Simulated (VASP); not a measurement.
The system is C3N4.

```
C N
1.0
     3.45676    0.00000    0.00000
     0.00000    3.45676    0.00000
     0.00000    0.00000    3.45676
C N
3 4
Direct
  0.00000 0.00000 0.50000
  0.50000 0.00000 0.00000
  0.00000 0.50000 0.00000
  0.24569 0.24569 0.75431
  0.75431 0.75431 0.75431
  0.24569 0.75431 0.24569
  0.75431 0.24569 0.24569
```

The cell comes from a database or a generator and needn't be the stable form of this composition.

| Quantity | Value |
| --- | --- |
| Program | VASP 6.6.1 |
| Task | relaxation of cell and atoms |
| Functional | PBEsol |
| Potentials or basis | VASP PAW PBE potentials, release 64 (C, N) |
| Cutoff | 600 eV |
| k mesh | 5 × 5 × 5 |
| Occupations | gaussian, width 0.01 eV |
| Spin | no spin polarisation |

At the start: pressure -8.7 GPa; volume 5.90 Å³/atom.

Question: How do energy, volume and symmetry change on relaxing?

Answer: Over 5 steps the energy falls by 3.5 meV/atom and the volume is 5.77 Å³/atom (-2.2 %); space group P-43m (No. 215, to 0.05 Å).

The path:
| step | energy change (eV) | largest force (eV/Å) | pressure (GPa) | volume (Å³) |
| --- | --- | --- | --- | --- |
| 1 | 0.0000 | 0.0484 | -8.71 | 41.31 |
| 2 | 0.0145 | 0.4101 | 11.72 | 39.42 |
| 3 | -0.0237 | 0.1432 | -0.15 | 40.46 |
| 4 | -0.0239 | 0.1285 | 0.05 | 40.37 |
| 5 | -0.0246 | 0.0020 | -0.04 | 40.41 |

Final structure:
```cif
data_structure
_symmetry_space_group_name_H-M 'P 1'
_symmetry_Int_Tables_number 1
_cell_length_a 3.4317
_cell_length_b 3.4317
_cell_length_c 3.4317
_cell_angle_alpha 90.000
_cell_angle_beta 90.000
_cell_angle_gamma 90.000
_cell_volume 40.41
loop_
_atom_site_label
_atom_site_type_symbol
_atom_site_fract_x
_atom_site_fract_y
_atom_site_fract_z
_atom_site_occupancy
C1 C 0.00000 0.00000 0.50000 1
C2 C 0.50000 0.00000 0.00000 1
C3 C 0.00000 0.50000 0.00000 1
N1 N 0.24606 0.24606 0.75394 1
N2 N 0.75394 0.75394 0.75394 1
N3 N 0.24606 0.75394 0.24606 1
N4 N 0.75394 0.24606 0.24606 1
```

Caveat: the PAW data sets were made with another functional, which shifts forces and pressure a little.
